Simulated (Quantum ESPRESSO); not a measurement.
**PbSe (Clausthalite) under changes of volume**

One of the cells (28.671 Å³/atom); the others are scaled copies at fixed shape and fractional positions:

```xyz
2
Lattice="0.0000 3.0606 3.0606 3.0606 0.0000 3.0606 3.0606 3.0606 0.0000" Properties=species:S:1:pos:R:3 pbc="T T T"
Pb    0.0000    0.0000    0.0000
Se    3.0606    3.0606    3.0606
```

| Quantity | Value |
| --- | --- |
| Program | Quantum ESPRESSO 7.5 |
| Functional | AM05 |
| Potentials or basis | PseudoDojo 0.4 FR PBE standard |
| Cutoff | 1170 eV |
| Density cutoff | 4680 eV |
| k mesh | 6 × 6 × 6 |
| Occupations | fermi-dirac, width 0.05 eV |
| Spin | spin-orbit coupling, no magnetisation |

| volume (Å³/atom) | energy over the lowest point (meV/atom) | pressure (GPa) | gap on the mesh (eV) |
| --- | --- | --- | --- |
| 26.951 | 11.09 | 2.8 | 0.45 |
| 27.524 | 3.42 | 1.5 | 0.37 |
| 28.097 | 0.00 | 0.4 | 0.29 |
| 28.671 | ? | ? | ? |
| 29.244 | 4.06 | -1.4 | 0.16 |
| 29.818 | 10.68 | -2.2 | 0.10 |
| 30.391 | 19.88 | -2.9 | 0.04 |

Question: What does the run at 28.671 Å³/atom give?

Answer: Energy over the lowest point 0.36 meV/atom; pressure -0.6 GPa; gap on the mesh 0.22 eV.

Worked out: A Birch-Murnaghan fit of order 3 (a polynomial in V^(-2/3)) to the other rows has its minimum at 28.32 Å³/atom with B0 = V·E''(V) = 49 GPa and B' = 5.2. It gives 0.37 meV/atom at 28.671 Å³/atom, against the run's 0.36, and -dE/dV = -0.6 GPa, against -0.6.

Energies are extrapolated to zero smearing.

Caveats: the potentials were made for another functional, which shifts forces and pressure.

A mesh can miss the band edges.
